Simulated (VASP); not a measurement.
TiO:

```
Ti O
1.0
     2.81016    0.00000    0.00000
    -1.40508    2.43367    0.00000
     0.00000    0.00000    2.82385
Ti O
1 1
Direct
  0.66667 0.33333 0.00000
  0.00000 0.00000 0.50000
```

The cell comes from a database or a generator and needn't be the stable form of this composition.

```yaml
Program: VASP 6.6.1
Task: relaxation of cell and atoms
Functional: PBEsol
Potentials_or_basis: VASP PAW PBE potentials, release 64 (Ti_sv, O_s)
Cutoff: 480 eV
k_mesh: 18 × 18 × 14
Occupations: gaussian, width 0.1 eV
Spin: no spin polarisation
```

At the start: pressure -5.8 GPa; volume 9.66 Å³/atom.

**Question.** Where does the relaxation end?

**Answer.** Over 3 steps the energy falls by 4.2 meV/atom and the volume is 9.44 Å³/atom (-2.3 %); space group P-6m2 (No. 187, to 0.05 Å).

Step by step:
```tsv
step	energy change (eV)	largest force (eV/Å)	pressure (GPa)	volume (Å³)
1	0.0000	0.0000	-5.81	19.31
2	0.0040	0.0000	7.75	18.35
3	-0.0084	0.0000	-0.03	18.87
```

Final structure:
```cif
data_structure
_symmetry_space_group_name_H-M 'P 1'
_symmetry_Int_Tables_number 1
_cell_length_a 2.7907
_cell_length_b 2.7907
_cell_length_c 2.7978
_cell_angle_alpha 90.000
_cell_angle_beta 90.000
_cell_angle_gamma 120.000
_cell_volume 18.87
loop_
_atom_site_label
_atom_site_type_symbol
_atom_site_fract_x
_atom_site_fract_y
_atom_site_fract_z
_atom_site_occupancy
Ti1 Ti 0.66667 0.33333 0.00000 1
O1 O 0.00000 0.00000 0.50000 1
```

Caveat: the PAW data sets were made with another functional, which shifts forces and pressure a little.
